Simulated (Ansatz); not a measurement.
## Cu: do energies and stresses tell the same story?

These are results of DFT r2SCAN, scalar-relativistic, plane waves, PAW in Ansatz 0.2.0, not measurements.

Plane waves to 500 eV, a k mesh through Γ of 18×18×10 on the computed 2-atom cell and Gaussian smearing (0.10 eV); no spin polarisation.

Relaxed cell: P6_3/mmc, a = 2.531 Å, b = 2.531 Å, c = 4.130 Å, α = 90.00°, β = 90.00°, γ = 120.00°, 2 atoms in the primitive cell. This form isn't the element's structure at ambient conditions.

Energies at zero smearing and pressures from the stress tensor, at volumes with shape and atoms relaxed:
| V (Å³/atom) | E − E(first) (meV/atom) | P (GPa) |
| --- | --- | --- |
| 10.077 | 0.00 | 28.50 |
| 10.421 | -50.94 | 19.34 |
| 10.764 | -83.96 | 11.71 |
| 11.108 | -102.03 | 5.35 |
| 11.451 | -107.63 | 0.04 |
| 11.795 | -102.80 | -4.39 |
| 12.138 | -89.27 | -8.07 |
| 12.596 | -60.21 | -12.03 |

Question: Check P = −dE/dV between neighbouring volumes, and get the bulk modulus from the pressures alone.

Answer: With 1 eV/Å³ = 160.2 GPa:
```tsv
middle V (Å³/atom)	−ΔE/ΔV (GPa)	mean P (GPa)
10.249	23.758	23.919
10.592	15.399	15.525
10.936	8.428	8.529
11.279	2.610	2.695
11.623	-2.251	-2.172
11.966	-6.310	-6.229
12.367	-10.166	-10.053
```

The two differ by 0.16 GPa at most. The mean of two end pressures misses the average over a step by about ΔV² P″/12, up to 0.14 GPa here; with that taken off 0.03 GPa remains. The stress is the derivative of the free energy, not of the energy at zero smearing, and with free energies 0.00 GPa remains. Around V = 11.451 Å³/atom, the two neighbours give B = −V ΔP/ΔV = 11.451 × 9.73 / 0.687 = 162.2 GPa, against B0 = 161.2 GPa from the Birch–Murnaghan fit of the energies.